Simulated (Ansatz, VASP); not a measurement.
# HfC in VASP and in Ansatz

The input INCAR:

```
SYSTEM = HfC
ALGO = Normal
EDIFF = 1E-6
ENCUT = 520
GGA = PE
ISIF = 2
ISMEAR = -1
LASPH = .True.
LCHARG = .True.
LELF = .True.
LREAL = .False.
LVHAR = .True.
LWAVE = .False.
NBANDS = 14
NELM = 100
PREC = Accurate
SIGMA = 0.08
```

File KPOINTS:

```
k-points
0
Gamma
  15 15 15
  0 0 0
```

Contents of POSCAR:

```
HfC
1.0
    0.0000000000      2.2453061152      2.2453061152
    2.2453061152      0.0000000000      2.2453061152
    2.2453061152      2.2453061152      0.0000000000
Hf C
1 1
Direct
    0.0000000000      0.0000000000      0.0000000000
    0.5000000000      0.5000000000      0.5000000000
```

Input for Ansatz:

```yaml
crystal:
  lattice:
    - [0.0, 2.2453061152, 2.2453061152]
    - [2.2453061152, 0.0, 2.2453061152]
    - [2.2453061152, 2.2453061152, 0.0]
  atoms:
    - { symbol: Hf, position: [0.0, 0.0, 0.0] }
    - { symbol: C, position: [0.5, 0.5, 0.5] }
kpoints:
  mp_grid: { grid: [15, 15, 15] }
scf:
  occupations: { method: fermi_dirac, width: 0.08 }
hamiltonian:
  xc: pbe
  pseudopotentials: { kind: paw }
output:
  forces: true
  stress: true
  eigenvalues: true
  populations: true
```

Change from the starting cell: volume scaled by 0.9, PAW files.

Alike in both runs: task single point; functional PBE; k mesh 15 × 15 × 15; occupations fermi-dirac, width 0.08 eV; no spin polarisation.

|  | VASP | Ansatz |
| --- | --- | --- |
| version | VASP 6.6.1 | Ansatz 0.2.0 |
| potentials or method | VASP PAW PBE potentials, release 64 (Hf_pv, C) | PAW with Ansatz's default frozen-core files, scalar-relativistic |
| plane-wave cutoff (eV) | 520 | 420 |
| valence electrons in the cell | 14 | 30 |

```csv
,VASP,Ansatz,Ansatz less VASP
pressure (GPa),30.2,30.3,+0.10
```

The two sets of potentials don't hold the same shells in valence.

Caveats: so large a pressure means that the cell lies far from this level's equilibrium, or that cutoff or potentials fall short (VASP). Spin-orbit coupling is left out, which matters for the levels of Hf.
